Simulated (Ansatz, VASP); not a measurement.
One calculation of Be, two programs

```xyz
2
Lattice="2.2853 0.0000 0.0000 -1.1426 1.9791 0.0000 0.0000 0.0000 3.5842" Properties=species:S:1:pos:R:3 pbc="T T T"
Be    1.1861    0.6698    2.6888
Be   -0.0251    1.2998    0.9267
```

Change from the starting cell: atoms moved at random, drawn with an rms of 0.05 Å.

Alike in both runs: task single point; functional PBE; k mesh 13 × 13 × 8; occupations fermi-dirac, width 0.05 eV; no spin polarisation.

```csv
,VASP,Ansatz
version,VASP 6.6.1,Ansatz 0.2.0
potentials or method,"VASP PAW PBE potentials, release 64 (Be)",Ansatz PAW
plane-wave cutoff (eV),520,420
valence electrons in the cell,4,4
```

|  | VASP | Ansatz | Ansatz less VASP |
| --- | --- | --- | --- |
| gap on the k mesh at the Fermi level (eV) | none | none | - |
| pressure (GPa) | -2.5 | -2.6 | -0.14 |
| largest component of the traceless stress (GPa) | 1.39 | 1.38 | -0.008 |
| rms of the force components (eV/Å) | 0.209 | 0.208 | -0.0010 |

Atom by atom the forces differ by 0.001 eV/Å (rms over components). A gap of «none» marks a metal or a gap that the smearing closes. With one functional, cell and mesh, what is left measures potentials, basis and numerics.
